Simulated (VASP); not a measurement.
# TePb (Fm-3m) in VASP: settings compared, part 2 of 2

VASP 6.6.1.

### 4 Optical spectrum, PBE

File INCAR:

```
ALGO = Fast
CSHIFT = 0.1
EDIFF = 1E-7
ENCUT = 520
GGA = PE
ISIF = 2
ISMEAR = 0
LASPH = T
LCHARG = F
LOPTICS = T
LREAL = F
LWAVE = F
NBANDS = 42
NEDOS = 2000
NELM = 80
PREC = Accurate
SIGMA = 0.03
```

File KPOINTS:

```
k-points
0
Gamma
  8 8 8
```

File POSCAR:

```
TePb                                    
1.0
    0.0000000000      3.2218515830      3.2218515830
    3.2218515830      0.0000000000      3.2218515830
    3.2218515830      3.2218515830      0.0000000000
  Te              Pb            
     1     1
Direct
     0.5000000000000000    0.5000000000000000    0.5000000000000000
     0.0000000000000000    0.0000000000000000    0.0000000000000000
```

Potentials or basis: VASP PAW PBE potentials, release 64 (Te, Pb_d).

Started as:

```
cat potpaw_PBE.64/Te/POTCAR potpaw_PBE.64/Pb_d/POTCAR > POTCAR
mpirun -np 1 vasp_std > vasp.out
```

OUTCAR:

```text
EDIFF = 1E-7
   ENCUT = 520
   GGA = PE
   ISIF = 2
   ISMEAR = 0
   LASPH = T
   LREAL = F
   NELM = 80
   PREC = Accurate

 ion  position               nearest neighbor table
   1  0.500  0.500  0.500-   2 3.22   2 3.22   2 3.22   2 3.22   2 3.22   2 3.22
   2  0.000  0.000  0.000-   1 3.22   1 3.22   1 3.22   1 3.22   1 3.22   1 3.22

  LATTYP: Found a face centered cubic cell.
 ALAT       =     6.4437031660

  Lattice vectors:

 A1 = (   0.0000000000,   3.2218515830,   3.2218515830)
 A2 = (   3.2218515830,   0.0000000000,   3.2218515830)
 A3 = (   3.2218515830,   3.2218515830,   0.0000000000)

Analysis of symmetry for initial positions (statically):
=====================================================================
 Subroutine PRICEL returns:
 Original cell was already a primitive cell.

 Routine SETGRP: Setting up the symmetry group for a
 face centered cubic supercell.

 Subroutine GETGRP returns: Found 48 space group operations
 (whereof 48 operations were pure point group operations)
 out of a pool of 48 trial point group operations.

The static configuration has the point symmetry O_h .
[... 796 lines left out ...]
      3.22185      3.22185      3.22185         0.000000      0.000000     -0.000000
      0.00000      0.00000      0.00000         0.000000      0.000000      0.000000
 -----------------------------------------------------------------------------------
    total drift:                               -0.000000      0.000000      0.000000

  FREE ENERGIE OF THE ION-ELECTRON SYSTEM (eV)
  ---------------------------------------------------
  free  energy   TOTEN  =        -7.4929068623 eV

  energy  without entropy=       -7.4929068623  energy(sigma->0) =       -7.49290686

 electrical conductivity sigma (Mega S m-1) (frequency dependency in vasprun.xml)
  --------------------------------------------------------------------------------------
       0.000       0.000      -0.000
      -0.000       0.000       0.000
       0.000       0.000       0.000

  frequency dependent IMAGINARY DIELECTRIC FUNCTION (independent particle, no local field effects) density-density
     E(ev)      X         Y         Z        XY        YZ        ZX
  --------------------------------------------------------------------------------------------------------------
     0.00000     0.00000     0.00000     0.00000     0.00000     0.00000     0.00000
     0.56962     1.72151     1.72151     1.72151     0.00000     0.00000    -0.00000
     1.13924    10.30888    10.30888    10.30888     0.00000     0.00000    -0.00000
     1.70887    60.37887    60.37887    60.37887     0.00000    -0.00000     0.00000
     2.27849    39.05895    39.05895    39.05895     0.00000     0.00000     0.00000
     2.84811    14.26588    14.26588    14.26588    -0.00000     0.00000     0.00000
[... 92 lines left out ...]
    55.82296     0.00073     0.00073     0.00073    -0.00000     0.00000     0.00000
    56.39258     0.00069     0.00069     0.00069    -0.00000     0.00000     0.00000

  frequency dependent      REAL DIELECTRIC FUNCTION (independent particle, no local field effects) density-density
     E(ev)        X           Y           Z          XY          YZ          ZX
  --------------------------------------------------------------------------------------------------------------
     0.00000    30.48174    30.48174    30.48174     0.00000     0.00000     0.00000
     0.56962    33.78683    33.78683    33.78683     0.00000     0.00000    -0.00000
     1.13924    48.03919    48.03919    48.03919     0.00000     0.00000     0.00000
     1.70887    62.91431    62.91431    62.91431     0.00000     0.00000    -0.00000
     2.27849   -19.71698   -19.71698   -19.71698    -0.00000    -0.00000     0.00000
     2.84811   -17.42488   -17.42488   -17.42488    -0.00000    -0.00000    -0.00000
[... 92 lines left out ...]
    55.82296     0.86019     0.86019     0.86019    -0.00000    -0.00000    -0.00000
    56.39258     0.86423     0.86423     0.86423    -0.00000    -0.00000    -0.00000

  frequency dependent IMAGINARY DIELECTRIC FUNCTION (independent particle, no local field effects) current-current
     E(ev)      X         Y         Z        XY        YZ        ZX
  --------------------------------------------------------------------------------------------------------------
     0.00000   206.66650   206.66650   206.66650     0.00000     0.00000    -0.00000
     0.56962    13.20284    13.20284    13.20284     0.00000     0.00000    -0.00000
     1.13924    18.56157    18.56157    18.56157    -0.00000    -0.00000     0.00000
     1.70887    67.63399    67.63399    67.63399     0.00000     0.00000    -0.00000
     2.27849    37.15261    37.15261    37.15261    -0.00000     0.00000     0.00000
     2.84811    12.94548    12.94548    12.94548    -0.00000    -0.00000     0.00000
[... 92 lines left out ...]
    55.82296     0.00023     0.00023     0.00023     0.00000    -0.00000    -0.00000
    56.39258     0.00021     0.00021     0.00021     0.00000    -0.00000    -0.00000

  frequency dependent      REAL DIELECTRIC FUNCTION (independent particle, no local field effects) current-current
     E(ev)        X           Y           Z          XY          YZ          ZX
  --------------------------------------------------------------------------------------------------------------
     0.00000    30.07209    30.07209    30.07209     0.00000     0.00000    -0.00000
     0.56962    33.10715    33.10715    33.10715     0.00000     0.00000    -0.00000
     1.13924    46.13322    46.13322    46.13322     0.00000     0.00000    -0.00000
     1.70887    55.65397    55.65397    55.65397     0.00000     0.00000    -0.00000
     2.27849   -23.02687   -23.02687   -23.02687    -0.00000    -0.00000     0.00000
     2.84811   -18.36266   -18.36266   -18.36266    -0.00000    -0.00000    -0.00000
[... 92 lines left out ...]
    55.82296     0.86028     0.86028     0.86028    -0.00000    -0.00000     0.00000
    56.39258     0.86432     0.86432     0.86432    -0.00000    -0.00000     0.00000
```

Run time: 37 s. Hardware: 1 thread of Intel Xeon 6975P-C (Granite Rapids), shared host; peak memory 0.28 GiB.

Results:

```
Free energy            : -7.4929 eV
Pressure               : 2.5 GPa
Band gap on the k mesh : 0.72 eV, direct
```

Dielectric function (mean over the directions given):
```csv
energy (eV),real part,imaginary part
0.26,31.07,0.48
1.28,46.05,19.66
2.31,-18.18,38.28
3.33,-12.19,12.04
4.36,-5.06,2.70
5.38,-0.60,3.54
6.41,-1.13,3.87
7.52,-2.81,3.12
8.54,-1.49,1.22
9.57,-1.04,1.96
10.60,-1.11,1.01
11.62,-0.90,0.89
12.65,-0.62,0.74
13.76,-0.14,0.41
14.78,0.11,0.32
15.81,0.20,0.26
16.83,0.33,0.17
17.86,0.73,0.30
18.88,0.53,0.37
19.99,0.46,0.37
```

Caveat: spectra need much finer meshes, so this one isn't converged; independent-particle spectra lack excitons; spin-orbit coupling is left out, which as a rule narrows the gap of such compounds by several tenths of an eV.

### 5 Density of states, PBE

POSCAR is that of step 4.

File INCAR.step1:

```
PREC = Accurate
ENCUT = 520
EDIFF = 1E-7
ISMEAR = 0
SIGMA = 0.03
LREAL = F
LASPH = T
NELM = 80
ALGO = Fast
ISIF = 2
LWAVE = F
LCHARG = T
GGA = PE
```

File KPOINTS.step1:

```
regular mesh
0
Gamma
  8 8 8
```

File INCAR.step2:

```
PREC = Accurate
ENCUT = 520
EDIFF = 1E-7
ISMEAR = -5
SIGMA = 0.03
LREAL = F
LASPH = T
NELM = 80
ALGO = Fast
ISIF = 2
LWAVE = F
LCHARG = F
GGA = PE
LORBIT = 11
NEDOS = 2001
ICHARG = 11
```

File KPOINTS.step2:

```
regular mesh
0
Gamma
  12 12 12
```

Started as:

```
cat potpaw_PBE.64/Te/POTCAR potpaw_PBE.64/Pb_d/POTCAR > POTCAR
cp INCAR.step1 INCAR
cp KPOINTS.step1 KPOINTS
mpirun -np 1 vasp_std > vasp.out
cp INCAR.step2 INCAR
cp KPOINTS.step2 KPOINTS
mpirun -np 1 vasp_std > vasp.out
```

Run time: 39 s. Hardware: 1 thread of Intel Xeon 6975P-C (Granite Rapids), shared host; peak memory 0.24 GiB.

The run converged. Its results:

| Item | Value |
| --- | --- |
| Valence electrons inside the program's atomic spheres | Te 3.40; Pb 11.88 |

Levels at points of the mesh, in eV from the valence-band top:
| k point | band 6 | band 7 | band 8 | band 9 | band 10 | band 11 | band 12 | band 13 | band 14 |
| --- | --- | --- | --- | --- | --- | --- | --- | --- | --- |
| (0.00, 0.00, 0.00) | -12.09 | -5.58 | -1.38 | -1.38 | -1.38 | 4.08 | 4.08 | 4.08 | 5.77 |
| (0.50, 0.00, 0.00) | -10.64 | -8.64 | -0.92 | -0.92 | 0.00 | 0.72 | 1.25 | 1.25 | 8.40 |
| (0.50, 0.50, 0.00) | -10.38 | -7.31 | -4.57 | -2.85 | -2.85 | 3.25 | 5.50 | 5.50 | 6.76 |

States per cell in windows of 0.5 eV (zero at the valence-band top; states under -8 eV left out):
| from (eV) | total | Te1_p | Pb2_p | Pb2_s | Te1_s | Te1_d | Pb2_d |
| --- | --- | --- | --- | --- | --- | --- | --- |
| -8.0 | 0.66 | 0.02 | 0.00 | 0.37 | 0.06 | 0.00 | 0.00 |
| -7.5 | 0.33 | 0.01 | 0.00 | 0.17 | 0.06 | 0.00 | 0.00 |
| -7.0 | 0.13 | 0.00 | 0.00 | 0.06 | 0.03 | 0.00 | 0.00 |
| -6.5 | 0.06 | 0.00 | 0.00 | 0.03 | 0.02 | 0.00 | 0.00 |
| -6.0 | 0.02 | 0.00 | 0.00 | 0.01 | 0.01 | 0.00 | 0.00 |
| -5.5 | 0.00 | 0.00 | 0.00 | 0.00 | 0.00 | 0.00 | 0.00 |
| -5.0 | 0.00 | 0.00 | 0.00 | 0.00 | 0.00 | 0.00 | 0.00 |
| -4.5 | 0.17 | 0.04 | 0.02 | 0.00 | 0.00 | 0.00 | 0.00 |
| -4.0 | 0.37 | 0.09 | 0.05 | 0.00 | 0.00 | 0.00 | 0.00 |
| -3.5 | 0.55 | 0.14 | 0.07 | 0.01 | 0.00 | 0.00 | 0.00 |
| -3.0 | 0.86 | 0.25 | 0.10 | 0.01 | 0.00 | 0.00 | 0.00 |
| -2.5 | 0.91 | 0.28 | 0.10 | 0.01 | 0.01 | 0.00 | 0.01 |
| -2.0 | 1.03 | 0.35 | 0.10 | 0.02 | 0.01 | 0.00 | 0.01 |
| -1.5 | 0.94 | 0.35 | 0.06 | 0.03 | 0.01 | 0.00 | 0.01 |
| -1.0 | 0.91 | 0.34 | 0.04 | 0.08 | 0.01 | 0.00 | 0.01 |
| -0.5 | 0.26 | 0.10 | 0.01 | 0.03 | 0.00 | 0.00 | 0.00 |
| 0.0 | 0.00 | 0.00 | 0.00 | 0.00 | 0.00 | 0.00 | 0.00 |
| 0.5 | 0.01 | 0.00 | 0.00 | 0.00 | 0.00 | 0.00 | 0.00 |
| 1.0 | 0.39 | 0.02 | 0.12 | 0.00 | 0.03 | 0.01 | 0.00 |
| 1.5 | 0.89 | 0.06 | 0.30 | 0.01 | 0.04 | 0.02 | 0.00 |
| 2.0 | 0.68 | 0.07 | 0.21 | 0.01 | 0.02 | 0.02 | 0.00 |
| 2.5 | 0.60 | 0.09 | 0.18 | 0.01 | 0.01 | 0.02 | 0.00 |
| 3.0 | 0.71 | 0.11 | 0.18 | 0.01 | 0.01 | 0.02 | 0.01 |
| 3.5 | 0.88 | 0.14 | 0.20 | 0.01 | 0.01 | 0.03 | 0.01 |
| 4.0 | 0.84 | 0.17 | 0.17 | 0.01 | 0.00 | 0.03 | 0.01 |
| 4.5 | 0.65 | 0.13 | 0.13 | 0.01 | 0.00 | 0.02 | 0.01 |
| 5.0 | 0.81 | 0.13 | 0.16 | 0.00 | 0.00 | 0.03 | 0.02 |
| 5.5 | 0.56 | 0.07 | 0.10 | 0.00 | 0.00 | 0.02 | 0.02 |
| 6.0 | 0.56 | 0.06 | 0.09 | 0.00 | 0.00 | 0.03 | 0.02 |
| 6.5 | 0.26 | 0.01 | 0.03 | 0.00 | 0.00 | 0.02 | 0.01 |
| 7.0 | 0.09 | 0.01 | 0.01 | 0.00 | 0.00 | 0.01 | 0.00 |
| 7.5 | 0.02 | 0.00 | 0.00 | 0.00 | 0.00 | 0.00 | 0.00 |

Spin-orbit coupling is left out, which matters for the levels of Pb, Te.

### 6 Elastic constants, LDA

This run uses another cell than the first one, of 32.55 Å³/atom, 0.973 times its volume.

File POSCAR:

```
TePb
1.0
    0.0000000000      3.1927848556      3.1927848556
    3.1927848556      0.0000000000      3.1927848556
    3.1927848556      3.1927848556      0.0000000000
  Te              Pb
     1     1
Direct
     0.5000000000000000    0.5000000000000000    0.5000000000000000
     0.0000000000000000    0.0000000000000000    0.0000000000000000
```

File INCAR.step1:

```
  PREC = Accurate
  ENCUT = 600
  EDIFF = 1E-8
  ISMEAR = 0
  SIGMA = 0.03
  LREAL = False
  LASPH = True
  NELM = 80
  ALGO = Normal
  ISIF = 3
  LWAVE = False
  LCHARG = False
  GGA = CA
  IBRION = 2
  NSW = 40
  EDIFFG = -0.002
```

File INCAR.step2:

```
  PREC = Accurate
  ENCUT = 600
  EDIFF = 1E-8
  ISMEAR = 0
  SIGMA = 0.03
  LREAL = False
  LASPH = True
  NELM = 80
  ALGO = Normal
  ISIF = 3
  LWAVE = False
  LCHARG = False
  GGA = CA
  IBRION = 6
  NFREE = 2
  POTIM = 0.015
  NSW = 1
```

File KPOINTS:

```
Automatic mesh
0
Gamma
  8 8 8
```

Potentials or basis: VASP PAW LDA potentials, release 64 (Te, Pb_d).

Started as:

```
cat potpaw_LDA.64/Te/POTCAR potpaw_LDA.64/Pb_d/POTCAR > POTCAR
cp INCAR.step1 INCAR
mpirun -np 1 vasp_std > vasp.out
cp CONTCAR POSCAR
cp INCAR.step2 INCAR
mpirun -np 1 vasp_std > vasp.out
```

OUTCAR:

```text
PREC = Accurate
   ENCUT = 600
   EDIFF = 1E-8
   ISMEAR = 0
   LREAL = False
   LASPH = True
   NELM = 80
   ISIF = 3
   GGA = CA
   IBRION = 6
   NFREE = 2
   POTIM = 0.015
   NSW = 1

 ion  position               nearest neighbor table
   1  0.500  0.500  0.500-   2 3.19   2 3.19   2 3.19   2 3.19   2 3.19   2 3.19
   2  0.000  0.000  0.000-   1 3.19   1 3.19   1 3.19   1 3.19   1 3.19   1 3.19
[... 860 lines left out ...]
      3.192631  3.192631  3.192631    -0.000000   -0.000000    0.785940
      0.000000  0.000000  0.000000    -0.000000    0.000000   -0.618303
[... 21 lines left out ...]
   6 f/i=    0.001588 THz     0.009976 2PiTHz    0.052963 cm-1     0.006567 meV
             X         Y         Z           dx          dy          dz
      3.192631  3.192631  3.192631    -0.528560    0.296309   -0.122982
      0.000000  0.000000  0.000000    -0.671864    0.376645   -0.156325

--------------------------------------------------------------------------------------------------------

 ELASTIC MODULI CONTR FROM IONIC RELAXATION (kBar)
 Direction    XX          YY          ZZ          XY          YZ          ZX
 --------------------------------------------------------------------------------
 XX           0.0000      0.0000      0.0000      0.0000      0.0000      0.0000
 YY           0.0000      0.0000      0.0000      0.0000      0.0000      0.0000
 ZZ           0.0000      0.0000      0.0000      0.0000      0.0000      0.0000
 XY           0.0000      0.0000      0.0000      0.0000      0.0000      0.0000
 YZ           0.0000      0.0000      0.0000      0.0000      0.0000      0.0000
 ZX           0.0000      0.0000      0.0000      0.0000      0.0000      0.0000
 --------------------------------------------------------------------------------

 TOTAL ELASTIC MODULI (kBar)
 Direction    XX          YY          ZZ          XY          YZ          ZX
 --------------------------------------------------------------------------------
 XX        1378.5369     49.7768     49.7768     -0.0000      0.0000      0.0000
 YY          49.7768   1378.5369     49.7768     -0.0000      0.0000     -0.0000
 ZZ          49.7768     49.7768   1378.5369     -0.0000     -0.0000     -0.0000
 XY          -0.0000     -0.0000     -0.0000    158.4388     -0.0000      0.0000
 YZ           0.0000      0.0000     -0.0000     -0.0000    158.4388      0.0000
 ZX           0.0000     -0.0000     -0.0000      0.0000      0.0000    158.4388
 --------------------------------------------------------------------------------
```

OUTCAR.step1:

```text
PREC = Accurate
   ENCUT = 600
   EDIFF = 1E-8
   ISMEAR = 0
   LREAL = False
   LASPH = True
   NELM = 80
[... 700 lines left out ...]
  -------------------------------------------------------------------------------------
  Total       -0.0004020     -0.0004020     -0.0004020      0.0000000      0.0000000     -0.0000000
  in kB       -0.0098963     -0.0098963     -0.0098963      0.0000000      0.0000000     -0.0000000
  external PRESSURE =      -0.0098963 kB  Pullay stress =       0.0000000 kB
[... 17 lines left out ...]
  FREE ENERGIE OF THE ION-ELECTRON SYSTEM (eV)
  ---------------------------------------------------
  free  energy   TOTEN  =        -8.7748264055 eV

  energy  without entropy=       -8.7748264055  energy(sigma->0) =       -8.77482641

 reached required accuracy - stopping structural energy minimisation
```

OSZICAR.step1:

```text
N       E                     dE             d eps       ncg     rms          rms(c)
DAV:   1     0.159725763772E+03    0.15973E+03   -0.10253E+04   812   0.157E+03
DAV:   2     0.256365891212E+01   -0.15716E+03   -0.15369E+03   860   0.353E+02
[... 19 lines left out ...]
   2 F= -.87748252E+01 E0= -.87748252E+01  d E =0.106092E-05
       N       E                     dE             d eps       ncg     rms          rms(c)
DAV:   1    -0.877484741277E+01   -0.22204E-04   -0.66950E-04  1004   0.473E-01    0.246E-02
DAV:   2    -0.877482942753E+01    0.17985E-04   -0.37689E-05   992   0.115E-01    0.887E-03
DAV:   3    -0.877482639583E+01    0.30317E-05   -0.13099E-05  1010   0.621E-02    0.175E-03
DAV:   4    -0.877482640427E+01   -0.84458E-08   -0.21846E-07   818   0.498E-03    0.140E-03
DAV:   5    -0.877482640551E+01   -0.12337E-08   -0.53690E-08  1010   0.247E-03
   3 F= -.87748264E+01 E0= -.87748264E+01  d E =-.137673E-06
```

Run time: 6.1 min. Hardware: 1 thread of Intel Xeon 6975P-C (Granite Rapids), shared host; peak memory 0.4 GiB.

What came out:

```yaml
Elastic_constants_C11_C12_C44: 138, 5, 16 GPa
Voigt_bulk_modulus: 49 GPa
Highest_phonon_frequency_at_Γ_LO-TO_splitting_left_out: 44 cm⁻¹
```

Phonon frequencies in cm⁻¹ (negative: imaginary):
```csv
q point,frequencies
"(0.000, 0.000, 0.000)",0 0 0 44 44 44
```

Elastic tensor in Voigt notation (GPa, in the Cartesian axes of the cell as first typed):
```
138   5   5   0   0   0
  5 138   5   0   0   0
  5   5 138   0   0   0
  0   0   0  16   0   0
  0   0   0   0  16   0
  0   0   0   0   0  16
```

Clamped-ion elastic tensor (GPa):
```
138   5   5   0   0   0
  5 138   5   0   0   0
  5   5 138   0   0   0
  0   0   0  16   0   0
  0   0   0   0  16   0
  0   0   0   0   0  16
```

The run has no spin-orbit coupling, so splittings on Pb, Te are missing.

### 7 Comparison with measurements

Step 3. Against the measured high-frequency dielectric constant of TePb, 32.8 (300 K; a printed reference work, monograph), the calculated 28.93 is off by -11.8 %. 2 values of this kind are on record (32.8 to 36.9); this one was drawn at random.

Step 4. A measured gap of TePb is 0.19 eV (direct; 4.2 K; a printed reference work, monograph); the calculated 0.72 eV misses it by +0.53 eV. Spin-orbit coupling on Pb, Te is left out. The value is that of PBE on a finite k mesh, which can miss the band edges, without temperature or zero-point motion.
